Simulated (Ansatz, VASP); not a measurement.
**Two plane-wave programs on NaH**

```
Na H
1.0
     0.00000    2.14351    2.14351
     2.14351    0.00000    2.14351
     2.14351    2.14351    0.00000
Na H
1 1
Direct
  0.00000 0.00000 0.00000
  0.50000 0.50000 0.50000
```

Alike in both runs: functional PBEsol; k mesh 8 × 8 × 8; no spin polarisation.

Ansatz relaxed the structure, and its values are those at the end. VASP's run is a single point on that final structure, the one shown.

```csv
,VASP,Ansatz
version,VASP 6.6.1,Ansatz 0.2.0
potentials or method,"VASP PAW PBE potentials, release 64 (Na_pv, H)","PAW with Ansatz's default frozen-core files, scalar-relativistic"
plane-wave cutoff (eV),520,420
occupations,"gaussian, width 0.01 eV",fixed
valence electrons in the cell,8,10
```

```csv
,VASP,Ansatz,Ansatz less VASP
pressure (GPa),15.1,15.0,-0.08
```

The two sets of potentials don't hold the same shells in valence.

Caveats: so large a pressure means that the cell lies far from this level's equilibrium, or that cutoff or potentials fall short (VASP); the potentials were made for another functional, which shifts forces and pressure (VASP). A k mesh can miss the band edges.
